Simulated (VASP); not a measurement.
# MoS2 (R3m) in VASP: notebook

One crystal, MoS2, is run at these levels: PBE0, PBEsol, PBE; tasks: single point.

Program: VASP 6.6.1. These are calculated values, not measurements. Logs are shortened: lines on timing, memory, paths and dates and some standing lists are left out, and cuts for length are marked.

**1. Starting point**

Symmetry: R3m, No. 160, trigonal system. The conventional cell has a = 3.160 Å, b = 3.160 Å, c = 18.450 Å, α = 90.00°, β = 90.00°, γ = 120.00°. Mo (site symmetry 3m) is surrounded by 6 S at 2.39 Å. S (site symmetry 3m) is surrounded by 3 Mo at 2.39 Å. Around S (site symmetry 3m) lie 3 Mo at 2.39 Å.

Measurements of this composition are mostly on another form, of space group No. 194.

**2. Single point, PBE0**

The input, POSCAR:

```
MoS2
1.0
    1.5800000000      0.9122134253      6.1500000000
   -1.5800000000      0.9122134253      6.1500000000
    0.0000000000     -1.8244268506      6.1500000000
Mo S
1 2
Direct
    0.0000000000      0.0000000000      0.0000000000
    0.4170000000      0.4170000000      0.4170000000
    0.2500000000      0.2500000000      0.2500000000
```

The input, INCAR.step1:

```
SYSTEM = MoS2
ALGO = Normal
EDIFF = 1E-5
ENCUT = 400
GGA = PE
ISIF = 2
ISMEAR = 0
LASPH = .True.
LREAL = .False.
LWAVE = .True.
NBANDS = 21
NELM = 100
NKRED = 1
PREC = Accurate
SIGMA = 0.01
```

The input, INCAR.step2:

```
SYSTEM = MoS2
AEXX = 0.25
ALGO = Normal
EDIFF = 1E-6
ENCUT = 400
GGA = PE
ISIF = 2
ISMEAR = 0
ISTART = 1
LASPH = .True.
LCHARG = .False.
LHFCALC = .True.
LREAL = .False.
LWAVE = .False.
NBANDS = 21
NELM = 100
NKRED = 1
PREC = Accurate
PRECFOCK = Normal
SIGMA = 0.01
```

The input, KPOINTS:

```
k-points
0
Gamma
  4 4 4
  0 0 0
```

Potentials or basis: VASP PAW PBE potentials, release 64 (Mo_sv, S).

Started as:

```sh
cat potpaw_PBE.64/Mo_sv/POTCAR potpaw_PBE.64/S/POTCAR > POTCAR
cp INCAR.step1 INCAR
mpirun -np 1 vasp_std > vasp.out
cp INCAR.step2 INCAR
mpirun -np 1 vasp_std > vasp.out
```

OUTCAR:

```text
SYSTEM = MoS2
   AEXX = 0.25
   EDIFF = 1E-6
   ENCUT = 400
   GGA = PE
   ISIF = 2
   ISMEAR = 0
   ISTART = 1
   LASPH = .True.
   LHFCALC = .True.
   LREAL = .False.
   NELM = 100
   NKRED = 1
   PREC = Accurate
   PRECFOCK = Normal

 Found     13 irreducible k-points:

 Following reciprocal coordinates:
            Coordinates               Weight
  0.000000  0.000000  0.000000      1.000000
  0.250000 -0.000000  0.000000      6.000000
  0.500000 -0.000000  0.000000      3.000000
  0.250000  0.250000  0.000000      6.000000
  0.500000  0.250000  0.000000     12.000000
 -0.250000  0.250000  0.000000      6.000000
   k-points           NKPTS =     13   k-points in BZ     NKDIM =     64   number of bands    NBANDS=     21
   number of dos      NEDOS =    301   number of ions     NIONS =      3
   total plane-waves  NPLWV =  74088
   dimension x,y,z NGX =    42 NGY =   42 NGZ =   42
   dimension x,y,z NGXF=    84 NGYF=   84 NGZF=   84
   ions per type =               1   2
   NGX,Y,Z   is equivalent  to a cutoff of  10.88, 10.88, 10.88 a.u.
   NGXF,Y,Z  is equivalent  to a cutoff of  21.77, 21.77, 21.77 a.u.
 SYSTEM =  MoS2
   PREC   = accura    normal or accurate (medium, high low for compatibility)
   ISTART =      1    job   : 0-new  1-cont  2-samecut
   ICHARG =      0    charge: 1-file 2-atom 10-const
   ISPIN  =      1    spin polarized calculation?
   LNONCOLLINEAR =      F non collinear calculations
   LSORBIT =      F    spin-orbit coupling
   LASPH  =      T    aspherical Exc in radial PAW
   ENCUT  =  400.0 eV  29.40 Ry    5.42 a.u.  10.46 10.46 10.46*2*pi/ulx,y,z
   NELM   =    100;   NELMIN=  2; NELMDL=  0     # of ELM steps
   EDIFF  = 0.1E-05   stopping-criterion for ELM
   LREAL  =      F    real-space projection
   EDIFFG = 0.1E-04   stopping-criterion for IOM
   NSW    =      0    number of steps for IOM
   IBRION =     -1    ionic relax: 0-MD 1-quasi-New 2-CG
   NFREE  =      0    steps in history (QN), initial steepest desc. (CG)
   ISIF   =      2    stress and relaxation
   ISYM   =      3    0-nonsym 1-usesym 2-fastsym
   POTIM  = 0.5000    time-step for ionic-motion
   TEBEG  =    0.0;   TEEND  =   0.0 temperature during run
   PSTRESS=    0.0 pullay stress
   NELECT =      26.0000    total number of electrons
   NUPDOWN=      -1.0000    fix difference up-down
   EMIN   =  10.00;   EMAX   =-10.00  energy-range for DOS
   EFERMI =   0.00;   METHOD = LEGACY
   ISMEAR =     0;   SIGMA  =   0.01  broadening in eV -4-tet -1-fermi 0-gaus
   EFERMI_NEDOS =   21; number of points for ismear=-14 and -15
   IALGO  =     38    algorithm
   IMIX   =      1    mixing-type and parameters
     AMIX     =   0.40;   BMIX     =  1.00
     AMIX_MAG =   1.60;   BMIX_MAG =  1.00
  volume/ion in A,a.u.               =      17.73       119.63
  Fermi-wavevector in a.u.,A,eV,Ry     =   1.289652  2.437089 22.629252  1.663203
  Thomas-Fermi vector in A             =   2.421532
   LORBIT       =      0    0 simple, 1 ext, 2 COOP (PROOUT), +10 PAW based schemes
   GGA     = PE    functional components
   LHFCALC =     T    Hartree Fock is set to
   PRECFOCK=normal    Normal, Fast or Accurate (Low or Medium for compatibility)
   ENCUT4O =  -1.0   cutoff for four orbital integrals eV
   NKREDX  =     1    reduce k-point grid by
   NKREDY  =     1    reduce k-point grid by
   NKREDZ  =     1    reduce k-point grid by
   AEXX    =    0.2500 exact exchange contribution
   HFSCREEN=    0.0000 screening length (either q_TF or 0.3 A-1)
   HFSCREENC=   0.0000 screening length for correlation (either q_TF or 0.3 A-1)
   ENCUTFOCK=  -1.0 apply spherical cutoff to Coloumb kernel
   IVDW    =     0    specifies the selected vdW correction
   LEPSILON=     F    determine dielectric tensor
   LRPA    =     F    only Hartree local field effects (RPA)
 non-spin polarized calculation
 Gauss-broadening in eV      SIGMA  =   0.01
  energy-cutoff  :      400.00
  volume of cell :       53.18
 maximum number of plane-waves:       976
 NGX is ok and might be reduce to    42
  NGX = 32; NGY = 32; NGZ = 32

 number of electron      25.9999993 magnetization

 Free energy of the ion-electron system (eV)
  ---------------------------------------------------
  ext. energy  EPLUGINS =         0.00000000
  ---------------------------------------------------
  free energy    TOTEN  =       -28.49605978 eV

  energy without entropy =      -28.49605978  energy(sigma->0) =      -28.49605978

 E-fermi :   7.0704     XC(G=0):  -8.5379

 val. band max:        6.9173630698   @ k =   0.5000   0.5000   0.5000
 cond. band min:       9.3989084887   @ k =  -0.2500   0.2500   0.0000
 fundamental gap:      2.4815454188
 Fermi energy:         7.0703551798

 k-point     1 :       0.0000    0.0000    0.0000
  band No.  band energies     occupation
      1     -58.7536      2.00000
      2     -31.4896      2.00000
      3     -31.2318      2.00000
      4     -31.2318      2.00000
      5      -9.9255      2.00000
      6      -8.0153      2.00000
[... 13 lines left out ...]
     20      17.0781      0.00000
     21      19.0326      0.00000

 k-point     2 :       0.2500   -0.0000    0.0000
  band No.  band energies     occupation
      1     -58.7287      2.00000
      2     -31.4811      2.00000
      3     -31.4403      2.00000
      4     -31.2889      2.00000
      5      -8.9513      2.00000
      6      -7.7297      2.00000
[... 13 lines left out ...]
     20      17.7118      0.00000
     21      18.5125      0.00000

 k-point     3 :       0.5000   -0.0000    0.0000
  band No.  band energies     occupation
      1     -58.7037      2.00000
      2     -31.7236      2.00000
      3     -31.3901      2.00000
      4     -31.3465      2.00000
      5      -7.6851      2.00000
      6      -7.3868      2.00000
[... 13 lines left out ...]
     20      16.1131      0.00000
     21      18.4541      0.00000

 k-point     4 :       0.2500    0.2500    0.0000
  band No.  band energies     occupation
      1     -58.7287      2.00000
      2     -31.4811      2.00000
      3     -31.4402      2.00000
      4     -31.2889      2.00000
      5      -8.9124      2.00000
      6      -7.7894      2.00000
[... 13 lines left out ...]
     20      17.7879      0.00000
     21      18.4453      0.00000

 k-point     5 :       0.5000    0.2500    0.0000
  band No.  band energies     occupation
      1     -58.7037      2.00000
      2     -31.6317      2.00000
      3     -31.4395      2.00000
      4     -31.3905      2.00000
      5      -7.6816      2.00000
      6      -7.3970      2.00000
[... 13 lines left out ...]
     20      17.3571      0.00000
     21      18.7309      0.00000

 k-point     6 :      -0.2500    0.2500    0.0000
  band No.  band energies     occupation
      1     -58.7037      2.00000
      2     -31.6318      2.00000
      3     -31.4395      2.00000
      4     -31.3905      2.00000
      5      -7.7307      2.00000
      6      -7.3407      2.00000
[... 13 lines left out ...]
     20      17.8375      0.00000
     21      18.6888      0.00000

 [... further k-points ...]

------------------------ aborting loop because EDIFF is reached ----------------------------------------

  FORCE on cell =-STRESS in cart. coord.  units (eV):
  Direction    XX          YY          ZZ          XY          YZ          ZX
  --------------------------------------------------------------------------------------
  -------------------------------------------------------------------------------------
  Total       -0.4349590     -0.4349590      0.3878428      0.0000000      0.0000000      0.0000000
  in kB      -13.1032489    -13.1032489     11.6838604      0.0000000      0.0000000      0.0000000
  external PRESSURE =      -4.8408791 kB  Pullay stress =       0.0000000 kB

 VOLUME and BASIS-vectors are now :
 -----------------------------------------------------------------------------
  energy-cutoff  :      400.00
  volume of cell :       53.18
      direct lattice vectors                 reciprocal lattice vectors
     1.580000000  0.912213425  6.150000000     0.316455696  0.182705781  0.054200542
    -1.580000000  0.912213425  6.150000000    -0.316455696  0.182705781  0.054200542
     0.000000000 -1.824426851  6.150000000     0.000000000 -0.365411563  0.054200542

 POSITION                                       TOTAL-FORCE (eV/Angst)
 -----------------------------------------------------------------------------------
      0.00000      0.00000      0.00000         0.000000      0.000000      0.090062
      0.00000      0.00000      7.69365         0.000000     -0.000000     -0.140071
      0.00000      0.00000      4.61250         0.000000      0.000000      0.050009
 -----------------------------------------------------------------------------------
    total drift:                                0.000008     -0.000016      0.000017

  FREE ENERGIE OF THE ION-ELECTRON SYSTEM (eV)
  ---------------------------------------------------
  free  energy   TOTEN  =       -28.4960597782 eV

  energy  without entropy=      -28.4960597782  energy(sigma->0) =      -28.49605978
```

OUTCAR.step1:

```text
SYSTEM = MoS2
   EDIFF = 1E-5
   ENCUT = 400
   GGA = PE
   ISIF = 2
   ISMEAR = 0
[... 258 lines left out ...]
      0.00000      0.00000      0.00000         0.000000      0.000000      0.081267
      0.00000      0.00000      7.69365         0.000000     -0.000000      0.392426
      0.00000      0.00000      4.61250         0.000000      0.000000     -0.473693
 -----------------------------------------------------------------------------------
    total drift:                                0.000000     -0.000000      0.000099

  FREE ENERGIE OF THE ION-ELECTRON SYSTEM (eV)
  ---------------------------------------------------
  free  energy   TOTEN  =       -21.8431921941 eV

  energy  without entropy=      -21.8431921941  energy(sigma->0) =      -21.84319219
```

Wall time 24 min (1 thread of Intel Xeon 6975P-C (Granite Rapids), shared host); peak memory 0.27 GiB.

The run converged, but some of its settings lie outside the range that counts as converged, so its numbers aren't taken as properties of the crystal.

What came out:

```yaml
Free_energy: -28.4961 eV
Pressure: -0.5 GPa
Largest_force: 0.140 eV/Å
Band_gap_on_the_k_mesh: 2.48 eV, indirect (least direct gap 3.59 eV)
```

Caveat: the k mesh is coarse (spacing up to 0.58 Å⁻¹), so the values aren't converged, least of all with exact exchange; the PAW data sets were made with another functional, which shifts forces and pressure a little.

**3. Single point, PBE0**

POSCAR is that of step 2.

INCAR.step1: that of step 2 with these lines changed.

```diff
@@ -3,3 +3,3 @@
 EDIFF = 1E-5
-ENCUT = 400
+ENCUT = 520
 GGA = PE
```

INCAR.step2: that of step 2 with these lines changed.

```diff
@@ -4,3 +4,3 @@
 EDIFF = 1E-6
-ENCUT = 400
+ENCUT = 520
 GGA = PE
@@ -18,3 +18,3 @@
 PREC = Accurate
-PRECFOCK = Normal
+PRECFOCK = Fast
 SIGMA = 0.01
```

KPOINTS is that of step 2.

Potentials or basis: VASP PAW PBE potentials, release 64 (Mo_sv, S).

Started as:

```sh
cat potpaw_PBE.64/Mo_sv/POTCAR potpaw_PBE.64/S/POTCAR > POTCAR
cp INCAR.step1 INCAR
mpirun -np 1 vasp_std > vasp.out
cp INCAR.step2 INCAR
mpirun -np 1 vasp_std > vasp.out
```

Wall time 24 min (1 thread of Intel Xeon 6975P-C (Granite Rapids), shared host); peak memory 0.33 GiB.

The run converged, but some of its settings lie outside the range that counts as converged, so its numbers aren't taken as properties of the crystal.

Results:

| Quantity | Value |
| --- | --- |
| Free energy | -28.4965 eV |
| Pressure | -0.3 GPa |
| Largest force | 0.144 eV/Å |
| Band gap on the k mesh | 2.48 eV, indirect (least direct gap 3.59 eV) |

Caveat: the k mesh is coarse (spacing up to 0.58 Å⁻¹), so the values aren't converged, least of all with exact exchange; the PAW data sets were made with another functional, which shifts forces and pressure a little.

**4. Single point, PBEsol**

The input, INCAR:

```
PREC = Accurate
ENCUT = 550
EDIFF = 1E-6
ISMEAR = 0
SIGMA = 0.1
LREAL = False
LASPH = True
NELM = 100
ALGO = Normal
ISIF = 2
LWAVE = False
LCHARG = False
GGA = PS
NBANDS = 20
```

The input, KPOINTS:

```
Automatic mesh
0
Gamma
  10 10 10
```

The input, POSCAR:

```
MoS2
1.0
    1.5800000000      0.9122134253      6.1500000000
   -1.5800000000      0.9122134253      6.1500000000
    0.0000000000     -1.8244268506      6.1500000000
Mo S
1 2
Cartesian
    0.0000000000      0.0000000000      0.0000000000
    0.0000000000      0.0000000000      7.6936500000
    0.0000000000      0.0000000000      4.6125000000
```

Potentials or basis: VASP PAW PBE potentials, release 64 (Mo_sv_GW, S_GW).

Started as:

```sh
cat potpaw_PBE.64/Mo_sv_GW/POTCAR potpaw_PBE.64/S_GW/POTCAR > POTCAR
mpirun -np 1 vasp_std > vasp.out
```

Run time: 5.7 min. Hardware: 1 thread of AMD EPYC 9R45 (Zen 5), shared host; peak memory 0.45 GiB.

The run converged. Its results:

```
Free energy            : -24.2176 eV
Pressure               : 0.2 GPa
Largest force          : 0.279 eV/Å
Band gap on the k mesh : 0.91 eV, indirect (least direct gap 1.96 eV)
```

Forces on the atoms (eV/Å):
```
Mo   0.000  0.000  0.086
S    0.000  0.000  0.193
S    0.000  0.000 -0.279
```

Stress tensor (GPa, compression positive):
```
-0.84  0.00  0.00
 0.00 -0.84  0.00
 0.00  0.00  2.16
```

Levels at points of the mesh, in eV from the valence-band top:
```
           k point  band 9  band 10  band 11  band 12  band 13  band 14  band 15  band 16  band 17  band 18
(0.00, 0.00, 0.00)   -3.51    -2.36    -2.36    -1.27    -1.21     2.00     2.00     2.45     2.45     5.36
(0.50, 0.00, 0.00)   -5.10    -4.09    -2.36    -1.68    -1.54     1.56     1.99     3.41     3.48     5.13
(0.50, 0.50, 0.00)   -4.81    -4.02    -2.94    -1.86    -1.36     1.51     2.11     2.94     3.91     5.86
(0.50, 0.50, 0.50)   -3.52    -3.52    -2.33    -2.33     0.00     2.10     2.10     2.31     2.31     5.45
```

Caveat: the PAW data sets were made with another functional, which shifts forces and pressure a little.

**5. Single point, PBEsol**

The input, run.py:

```python
from ase import Atoms
from ase.calculators.vasp import Vasp
from ase.dft.bandgap import bandgap

atoms = Atoms(
    ['Mo', 'S', 'S'],
    cell=[[1.58, 0.9122134253, 6.15], [-1.58, 0.9122134253, 6.15], [0.0, -1.8244268506, 6.15]],
    scaled_positions=[[0.0, 0.0, 0.0], [0.417, 0.417, 0.417], [0.25, 0.25, 0.25]],
    pbc=True,
)
calc = Vasp(
    directory='calc',
    xc='pbesol',
    pp='PBE',
    setups='gw',
    prec='Accurate',
    encut=550,
    ediff=1e-06,
    ismear=0,
    sigma=0.1,
    lreal=False,
    lasph=True,
    nelm=100,
    algo='Normal',
    isif=2,
    lwave=False,
    lcharg=False,
    kpts=[10, 10, 10],
    gamma=True,
    nbands=20,
)
atoms.calc = calc

print('energy (eV):', atoms.get_potential_energy())
print('free energy (eV):', atoms.get_potential_energy(force_consistent=True))
print('forces (eV/A):')
print(atoms.get_forces())
print('stress (eV/A^3, Voigt):', atoms.get_stress())
print('Fermi level (eV):', calc.get_fermi_level())
gap, top, bottom = bandgap(calc)
print('band gap (eV):', gap, 'from (spin, k, band)', top, 'to', bottom)
```

Started as:

```sh
python run.py
```

Run time: 5.6 min. Hardware: 1 thread of AMD EPYC 9R45 (Zen 5), shared host; peak memory 0.45 GiB.

Results (log left out):

| Property | Result |
| --- | --- |
| Free energy | -24.2176 eV |
| Pressure | 0.2 GPa |
| Largest force | 0.279 eV/Å |
| Band gap on the k mesh | 0.91 eV, indirect (least direct gap 1.96 eV) |

Forces in eV/Å, atoms in the order of the input:
```
Mo   0.000  0.000  0.086
S    0.000  0.000  0.193
S    0.000  0.000 -0.279
```

Stress tensor (GPa, compression positive):
```
-0.84  0.00  0.00
 0.00 -0.84  0.00
 0.00  0.00  2.16
```

Levels at points of the mesh, in eV from the valence-band top:
| k point | band 10 | band 11 | band 12 | band 13 | band 14 | band 15 | band 16 | band 17 |
| --- | --- | --- | --- | --- | --- | --- | --- | --- |
| (0.00, 0.00, 0.00) | -2.36 | -2.36 | -1.27 | -1.21 | 2.00 | 2.00 | 2.45 | 2.45 |
| (0.50, 0.00, 0.00) | -4.09 | -2.36 | -1.68 | -1.54 | 1.56 | 1.99 | 3.41 | 3.48 |
| (0.50, 0.50, 0.00) | -4.02 | -2.94 | -1.86 | -1.36 | 1.51 | 2.11 | 2.94 | 3.91 |
| (0.50, 0.50, 0.50) | -3.52 | -2.33 | -2.33 | 0.00 | 2.10 | 2.10 | 2.31 | 2.31 |

Caveat: the PAW data sets were made with another functional, which shifts forces and pressure a little.

**6. Single point, PBE**

The input, INCAR:

```
PREC     = Accurate       # precision mode
ENCUT    = 500            # plane-wave cutoff, eV
EDIFF    = 1E-7           # SCF threshold, eV
ISMEAR   = 0              # smearing method
SIGMA    = 0.05           # smearing width, eV
LREAL    = F              # projectors in reciprocal space
LASPH    = T              # aspherical terms in the spheres
NELM     = 100            # most SCF steps
ALGO     = Normal         # electronic algorithm
ISIF     = 2              # what is computed and relaxed
LWAVE    = F              # write WAVECAR
LCHARG   = F              # write CHGCAR
GGA      = PE             # functional
ADDGRID  = F
```

The input, KPOINTS:

```
Automatic mesh
0
Gamma
  7 7 7
```

The input, POSCAR:

```
MoS2
1.0
    1.5800000000      0.9122134253      6.1500000000
   -1.5800000000      0.9122134253      6.1500000000
    0.0000000000     -1.8244268506      6.1500000000
Mo S
1 2
Direct
    0.0000000000      0.0000000000      0.0000000000
    0.4170000000      0.4170000000      0.4170000000
    0.2500000000      0.2500000000      0.2500000000
```

Potentials or basis: VASP PAW PBE potentials, release 64 (Mo_sv, S).

Started as:

```sh
cat potpaw_PBE.64/Mo_sv/POTCAR potpaw_PBE.64/S/POTCAR > POTCAR
mpirun -np 1 vasp_std > vasp.out
```

Wall time 99 s (1 thread of Intel Xeon Platinum 8488C (Sapphire Rapids), shared host); peak memory 0.31 GiB.

The run converged, but some of its settings lie outside the range that counts as converged, so its numbers aren't taken as properties of the crystal.

What came out:

```
Free energy            : -21.7900 eV
Pressure               : 5.2 GPa
Largest force          : 0.506 eV/Å
Band gap on the k mesh : 1.08 eV, indirect (least direct gap 2.14 eV)
```

Caveat: an odd mesh through Γ misses points on the zone boundary, where band edges often lie.
